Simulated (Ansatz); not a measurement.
## AlN (Fm-3m): relaxing the cell for a phonon run

Aim: bring AlN (Fm-3m) to small forces and stress, as phonons need.

Calculated with Ansatz 0.2.0; DFT LDA, scalar-relativistic, plane waves, PAW; PAW set soft_1.

**1. Starting point**

Symmetry: Fm-3m, No. 225, cubic system. Conventional cell: a = 4.069 Å, b = 4.069 Å, c = 4.069 Å, α = 90.00°, β = 90.00°, γ = 90.00°. Nearest to Al lie 6 N at 2.03 Å. N has 6 Al at 2.03 Å nearest. Farther neighbours and most contacts between anions are not listed.

**2. A coarse first look**

First a cheap look: the gap decides the mesh and the occupations, the pressure tells how far the cell has to move.

File input.yaml:

```yaml
crystal:
  lattice:
    - [0.0, 2.034518, 2.034518]
    - [2.034518, 0.0, 2.034518]
    - [2.034518, 2.034518, 0.0]
  atoms:
    - { symbol: Al, position: [0.5, 0.5, 0.5] }
    - { symbol: "N", position: [0.0, 0.0, 0.0] }
kpoints:
  mp_grid: { grid: [8, 8, 8] }
hamiltonian:
  xc: lda
  pseudopotentials: { kind: paw, azcp: { folder: soft_1 }, xc_functional: pbe }
scf:
  occupations: { method: gaussian, width: 0.1 }
output:
  forces: true
  stress: true
  eigenvalues: true
```

Launch:

```sh
$ ansatz run input.yaml --threads 4 --pin off --max-ram 10240MiB --backend cpu --events-out ev --progress --plain --runs-dir out
```

Numbers of over 12 decimals in the logs are rounded to 6 here.

Output:

```text
Engine: ansatz 0.2.0, aarch64-unknown-linux-gnu
Pseudopotentials: kind: paw
Pseudopotential: Al, paw, valence charge 3, recommended cutoff 420 eV (normal), soft_1/Al.paw.azcp
Pseudopotential: N, paw, valence charge 5, recommended cutoff 420 eV (normal), soft_1/N.paw.azcp
Functional definition: SPW92
  exchange = slater_x
  correlation = pw_c
Crystal: 2 atoms, lattice volume = 16.843 Å³
[...]
--- Band table (eV; the first three rows and the last of 29) ---
  k-point 0: bands = ["-6.5624", "10.6596", "10.6596", "10.6596", "16.1402", "22.5709", "22.5709", "22.5709"]
  k-point 1: bands = ["-6.2460", "9.1830", "10.4789", "10.4789", "16.9880", "21.4497", "22.9730", "22.9730"]
  k-point 2: bands = ["-5.3442", "6.3814", "10.0864", "10.0864", "17.3670", "21.5168", "22.6570", "22.6570"]
  k-point 28: bands = ["-2.1691", "5.0461", "5.0461", "6.7655", "18.4001", "21.1609", "21.1609", "22.5363"]
[key lines of the parts left out:]
SCF converged after 6 iterations
Free energy (F): -889.637091 eV
Fermi energy:    12.804245 eV
P = ⅓ Tr σ = -11.0868 GPa (-110.868 kbar)
```

The job ended after 0.27 s (4 threads of Arm Neoverse V1, shared host; peak memory 0.23 GiB; 0.62 s of CPU time).

This step gave:

```
pressure           : -11.09 GPa
gap on the k-mesh  : 4.289 eV
volume per atom    : 8.421 Å³
direct gap on mesh : 5.481 eV
```

The coarse mesh shows a gap of 4.29 eV and a pressure of -11.1 GPa.

**3. Rough relaxation**

The start is far from rest, so a relaxation with loose tolerances brings it close first.

Changes to input.yaml since step 2:

```diff
@@ -19 +19,6 @@
   eigenvalues: true
+relax:
+  adjacent_minimum: "off"
+  f_tol: 0.05
+  max_steps: 80
+  cell: { stress_tol: 0.5 }
```

Output:

```text
[...]
Crystal: 2 atoms, lattice volume = 16.843 Å³
Basis set: ecut = 420 eV, 331 PW (Γ)
Bands: 8, of which v1, the nominal top of the filled ones, is band 4 counted from 1 (3 counted from 0)
Symmetry: 48 space group operations
[...]
k-points: 29 of 512
[...]
--- Relaxed structure (3 steps of the walk, 3 accepted, 1 SCFs on fresh bases) ---
  F+E_penalty+E_count = -889.66293372 eV   max|allowed force component| = 1.085e-30 eV/Å   (the final SCF, on the basis selected at the relaxed cell)
  cell:  # Å, volume = 16.1097 Å³
    - [0, 2.004562, 2.004562]
    - [2.004562, 0, 2.004562]
    - [2.004562, 2.004562, 0]
  atoms:
    - { symbol: Al, position: [0.500000, 0.500000, 0.500000] }
    - { symbol: N, position: [0, 0, 0] }
[key lines of the parts left out:]
SCF converged after 4 iterations
Free energy (F): -889.662934 eV
Fermi energy:    13.653949 eV
P = ⅓ Tr σ = 0.2266 GPa (2.266 kbar)
```

Wall time 0.81 s (4 threads); peak memory 0.25 GiB.

Relaxation path:

| step | energy less that of the first step (eV) | largest force component (eV/Å) | pressure (GPa) | volume (Å³) |
| --- | --- | --- | --- | --- |
| 1 | 0.0000 | 0.0000 | -11.09 | 16.84 |
| 2 | -0.0194 | 0.0000 | -5.96 | 16.50 |
| 3 | -0.0273 | 0.0000 | 0.40 | 16.11 |
| 4* | -0.0258 | 0.0000 | 0.23 | 16.11 |

Relaxation steps marked * repeat the geometry before them on a plane-wave basis chosen anew for their cell, so energy and pressure can jump there.

Forces are held to the 48 operations that the run works with; a distortion that breaks them can't arise in this run.

| conventional cell, symmetrised | before | after | change |
| --- | --- | --- | --- |
| a (Å) | 4.069 | 4.009 | -1.5 % |
| b (Å) | 4.069 | 4.009 | -1.5 % |
| c (Å) | 4.069 | 4.009 | -1.5 % |
| volume (Å³/atom) | 8.42 | 8.05 | -4.4 % |

The relaxed structure:

```
Al N
1.0
     0.00000    2.00456    2.00456
     2.00456    0.00000    2.00456
     2.00456    2.00456    0.00000
Al N
1 1
Direct
  0.50000 0.50000 0.50000
  0.00000 0.00000 0.00000
```

This step gave:

```yaml
pressure: 0.2266 GPa
gap_on_the_k_mesh: 4.719 eV
volume_per_atom: 8.055 Å³
direct_gap_on_mesh: 6.124 eV
```

In this step the volume went from 8.42 to 8.05 Å³/atom.

**4. Relaxation**

The cell and atoms are relaxed, since residual forces and stress would shift the frequencies.

File input.yaml:

```yaml
crystal:
  lattice:
    - [0.0, 2.0045623634, 2.0045623634]
    - [2.0045623634, 0.0, 2.0045623634]
    - [2.0045623634, 2.0045623634, 0.0]
  atoms:
    - { symbol: Al, position: [0.5, 0.5, 0.5] }
    - { symbol: "N", position: [0.0, 0.0, 0.0] }
kpoints:
  mp_grid: { grid: [10, 10, 10] }
hamiltonian:
  xc: lda
  pseudopotentials: { kind: paw, azcp: { folder: soft_1 }, xc_functional: pbe }
scf:
  occupations: { method: gaussian, width: 0.02 }
output:
  forces: true
  stress: true
  eigenvalues: true
  write_density: true
  write_potential: true
  elf: true
  volumetric_format: npy
relax:
  adjacent_minimum: "off"
  f_tol: 0.005
  max_steps: 80
  cell: { stress_tol: 0.05 }
```

Output:

```text
[...]
Crystal: 2 atoms, lattice volume = 16.110 Å³
Basis set: ecut = 420 eV, 331 PW (Γ)
Bands: 8, of which v1, the nominal top of the filled ones, is band 4 counted from 1 (3 counted from 0)
[... 1 set-up line as in the run before ...]
[...]
k-points: 47 of 1000
[...]
SCF iter   1: F=—  HF=-890.757416 eV  |F-HF|=—  |Δ(HF+E_count)|=         —  Δρ=1.32e-1  dr2=3.08e0  ethr=3.10e-3  ⟨swp⟩=4.5  Hψ=2587  notcnv=0
[...]
SCF iter   6: F=-889.663267 eV  HF=-889.663267 eV  |F-HF|=3.49e-10  |Δ(HF+E_count)|=   2.39e-7  Δρ=5.45e-6  dr2=1.83e-9  ethr=1.25e-9  ⟨swp⟩=8.1  Hψ=2435  notcnv=0
SCF 1 converged in 6 iterations: F = -889.663267 eV  dr2 = 1.83e-9
[...]
relax step   1: F+E_penalty+E_count = -889.66326680 eV  Δ(F+E_penalty+E_count) = +0.000e0 eV  max|allowed force component| = 5.670e-31 eV/Å  Δτ_max = 0.0000 Å  P = +0.224 GPa  Ω = 16.110 Å³  (6 SCF iters, dr2 threshold 1.00e-7 eV, accepted)
Crystal: 2 atoms, lattice volume = 16.116 Å³
[...]
SCF iter   2: F=-889.663257 eV  HF=-889.663258 eV  |F-HF|=9.68e-8  |Δ(HF+E_count)|=   3.65e-7  Δρ=3.06e-5  dr2=9.93e-8  ethr=1.57e-9  ⟨swp⟩=5.0  Hψ=1809  notcnv=0
SCF 2 converged in 2 iterations: F = -889.663257 eV  dr2 = 9.93e-8
relax step   2: F+E_penalty+E_count = -889.66325743 eV  Δ(F+E_penalty+E_count) = +9.363e-6 eV  max|allowed force component| = 2.136e-31 eV/Å  Δτ_max = 0.0000 Å  P = +0.120 GPa  Ω = 16.116 Å³  energy of the carried Pulay correction = -1.562e-5 eV  (2 SCF iters, dr2 threshold 1.26e-7 eV, accepted)
Crystal: 2 atoms, lattice volume = 16.122 Å³
[...]
SCF iter   3: F=-889.663242 eV  HF=-889.663242 eV  |F-HF|=1.12e-8  |Δ(HF+E_count)|=   4.40e-8  Δρ=9.62e-6  dr2=9.50e-9  ethr=4.48e-10  ⟨swp⟩=6.5  Hψ=1532  notcnv=0
SCF 3 converged in 3 iterations: F = -889.663242 eV  dr2 = 9.50e-9
relax step   3: F+E_penalty+E_count = -889.66324219 eV  Δ(F+E_penalty+E_count) = +1.524e-5 eV  max|allowed force component| = 1.972e-31 eV/Å  Δτ_max = 0.0000 Å  P = +0.005 GPa  Ω = 16.122 Å³  energy of the carried Pulay correction = -3.354e-5 eV  (3 SCF iters, dr2 threshold 3.58e-8 eV, accepted)
[...]
SCF iter   4: F=-889.663242 eV  HF=-889.663242 eV  |F-HF|=1.14e-13  |Δ(HF+E_count)|=  5.19e-10  Δρ=8.61e-8  dr2=3.91e-13  ethr=1.00e-12  ⟨swp⟩=3.9  Hψ=1653  notcnv=0
SCF 4 converged in 4 iterations: F = -889.663242 eV  dr2 = 3.91e-13
relax step   4: F+E_penalty+E_count = -889.66324219 eV  Δ(F+E_penalty+E_count) = -1.093e-9 eV  max|allowed force component| = 3.287e-31 eV/Å  Δτ_max = 0.0000 Å  P = +0.007 GPa  Ω = 16.122 Å³  stress off target by 7.46e-3 GPa  SCF on the basis re-selected at this cell (its energy is not comparable with the rows above)  (4 SCF iters)
basis re-selected at this cell: Δ(F+E_penalty+E_count) = -1.093e-9 eV, ΔP = +0.002 GPa vs the last step (what re-selecting the basis moved, of the pressure what is left beyond the Pulay correction that the steps carried, after the strain that the cell walked since its last selection, with what the two solves' SCF thresholds leave and, on support functions, any second-order correction that the steps lacked; it is no m [...]
SCF converged after 4 iterations
Free energy (F): -889.663242 eV
[...]
Internal energy: -889.663242 eV  (E = F + TS)
E sigma→0 (E₀):  -889.663242 eV
Fermi energy:    13.638497 eV
[...]
--- Stress (GPa, compression-positive) ---
        0.007462      -0.000000      -0.000000
       -0.000000       0.007462       0.000000
       -0.000000      -0.000000       0.007462
  P = ⅓ Tr σ = 0.0075 GPa (0.075 kbar)
--- Band table (eV; the first three rows and the last of 47) ---
[...]
--- Relaxed structure (3 steps of the walk, 3 accepted, 1 SCFs on fresh bases) ---
[...]
cell:  # Å, volume = 16.1223 Å³
    - [0, 2.005084, 2.005084]
    - [2.005084, 0, 2.005084]
    - [2.005084, 2.005084, 0]
  atoms:
    - { symbol: Al, position: [0.5, 0.5, 0.5] }
    - { symbol: N, position: [0, 0, 0] }
```

Run time: 0.95 s. Hardware: 4 threads; peak memory 0.26 GiB.

Little changed from the start: no atom moved by 0.005 Å and no cell edge by 0.1 %.

This step gave:

```
pressure           : 0.007462 GPa
gap on the k-mesh  : 4.711 eV
volume per atom    : 8.061 Å³
direct gap on mesh : 6.113 eV
```

Valence density in the ac plane of the conventional cell at fractional y = 0.000, with atoms of Al and N within 0.2 Å of it. It is the smooth field of the valence electrons, not physical close to the nuclei.

Ten even steps from '0' (0.0 e/Å³) to '9' (3.5 e/Å³), each cell a mean:
```
97310000001259
64210000000135
22100000000012
10000111100001
00001234310000
00002478631000
00012699841000
00012599731000
00001356421000
00000122210000
11000011000011
43100000000123
86310000000247
98410000001269
```
Columns run along a (4.0 Å), rows up along c (4.0 Å), edges of the conventional cell, whose origin can differ from the input's. Atoms in or near the plane, at fractional coordinates: Al at (0.50, 0.00), Al at (0.00, 0.50), N at (0.00, 0.00), N at (0.50, 0.50).

ELF in the ac plane of the conventional cell at fractional y = 0.000, with atoms of Al and N within 0.2 Å of it. It is the smooth field of the valence electrons, not physical close to the nuclei.

Ten even steps from '0' (0.02) to '9' (0.82), each cell a mean:
```
47995100027995
89973111125899
99732356533589
86323799853357
32237999985322
00269976898510
00389841699610
00279954799510
11258998997311
65335899973235
98533578632379
99853223223799
68985100026997
16996100038984
```
Columns run along a (4.0 Å), rows up along c (4.0 Å), edges of the conventional cell, whose origin can differ from the input's. Atoms in or near the plane, at fractional coordinates: Al at (0.50, 0.00), Al at (0.00, 0.50), N at (0.00, 0.00), N at (0.50, 0.50).

Electrostatic potential energy in the ac plane of the conventional cell at fractional y = 0.000, with atoms of Al and N within 0.2 Å of it. With pseudopotentials it is smooth inside the atoms' cores, unlike the true potential.

Values in eV, 14 rows by 14 columns, each cell a mean:
```
-39 -27  -4   7  -2   0  15  21   8  -4   2   6 -14 -34
-18  -8   7  10   2  -4   0   2  -2  -3   6  10   1 -14
  4   8  11  11   8   2  -2  -3  -1   5  10  11  10   6
  1   4   8  11  11  10   7   6   8  10  11  10   6   2
 -3  -4   0   8  11   7  -4  -8   0   9  10   5  -3  -4
 13   3  -4   4   8  -8 -27 -32 -20   0   8  -1  -2   8
 25  13  -3   1   4 -18 -39 -42 -32  -8   6  -3   2  21
 21   8  -4   2   6 -14 -34 -39 -27  -4   7  -2   0  15
  2  -2  -3   6  10   1 -14 -18  -8   7  10   2  -4   0
 -3  -1   5  10  11  10   6   4   8  11  11   8   2  -2
  6   8  10  11  10   6   2   1   4   8  11  11  10   7
 -8   0   9  10   5  -3  -4  -3  -4   0   8  11   7  -4
-32 -20   0   8  -1  -2   8  13   3  -4   4   8  -8 -27
-42 -32  -8   6  -3   2  21  25  13  -3   1   4 -18 -39
```
Columns run along a (4.0 Å; values clipped at the 3rd and 97th percentile), rows up along c (4.0 Å), edges of the conventional cell, whose origin can differ from the input's. Atoms in or near the plane, at fractional coordinates: Al at (0.50, 0.00), Al at (0.00, 0.50), N at (0.00, 0.00), N at (0.50, 0.50).

In this step the volume went from 8.05 to 8.06 Å³/atom.

**5. Tight relaxation**

Phonons need a cell at rest on their own settings, so the relaxation is repeated with tight tolerances on forces and stress, using the mesh and the filling of the phonon run that follows.

File input.yaml:

```yaml
crystal:
  lattice:
    - [0.0, 2.0050836306, 2.0050836306]
    - [2.0050836306, 0.0, 2.0050836306]
    - [2.0050836306, 2.0050836306, 0.0]
  atoms:
    - { symbol: Al, position: [0.5, 0.5, 0.5] }
    - { symbol: "N", position: [0.0, 0.0, 0.0] }
kpoints:
  mp_grid: { grid: [12, 12, 12] }
hamiltonian:
  xc: lda
  pseudopotentials: { kind: paw, azcp: { folder: soft_1 }, xc_functional: pbe }
scf:
  occupations: { method: fixed }
output:
  forces: true
  stress: true
  eigenvalues: true
relax:
  adjacent_minimum: "off"
  f_tol: 0.001
  max_steps: 60
  cell: { stress_tol: 0.01 }
```

Output:

```text
[...]
Crystal: 2 atoms, lattice volume = 16.122 Å³
Basis set: ecut = 420 eV, 331 PW (Γ)
Bands: 8, of which v1, the nominal top of the filled ones, is band 4 counted from 1 (3 counted from 0)
[... 1 set-up line as in the run before ...]
[...]
k-points: 72 of 1728
[...]
0.000000       0.000000       0.006348
  P = ⅓ Tr σ = 0.0063 GPa (0.063 kbar)
--- Band table (eV; the first three rows and the last of 72) ---
[...]
--- Relaxed structure (2 steps of the walk, 2 accepted, 1 SCFs on fresh bases) ---
[...]
cell:  # Å, volume = 16.1226 Å³
    - [0, 2.005096, 2.005096]
    - [2.005096, 0, 2.005096]
    - [2.005096, 2.005096, 0]
  atoms:
    - { symbol: Al, position: [0.5, 0.5, 0.5] }
    - { symbol: N, position: [0, 0, 0] }
[key lines of the parts left out:]
SCF converged after 4 iterations
Free energy (F): -889.663327 eV
Fermi energy:    11.282475 eV
```

It took 0.85 s on 4 threads; peak memory 0.26 GiB.

Little changed from the start: no atom moved by 0.005 Å and no cell edge by 0.1 %.

This step gave:

- pressure: 0.006348 GPa

The forces vanish by symmetry and the pressure is 0.006 GPa, within the tolerances set. The cell now holds 8.06 Å³/atom.

**6. Results**

| Item | Value |
| --- | --- |
| space group after relaxation (within 0.01 Å) | Fm-3m |
| lattice constant a | 4.010 Å |
| lattice constant b | 4.010 Å |
| lattice constant c | 4.010 Å |
| volume per atom | 8.06 Å³ |
| gap on the k-mesh | 4.71 eV |

The forces vanish by symmetry and the pressure is 0.006 GPa, within the tolerances set. The cell now holds 8.06 Å³/atom. The relaxation keeps the symmetry of its start, so it says nothing on stability against lower symmetry. The PAW files were made for PBE and serve the other functionals too.

[Logs are printed without paths, hosts, clocks, repeated set-up lines and the standing remarks that a program may print on its own settings, such as how far it seeks lower states.]

[Hosts, paths, dates, database ids (printed as entryN), source tags and the programs' standing remarks are cut or masked in the printed files.]
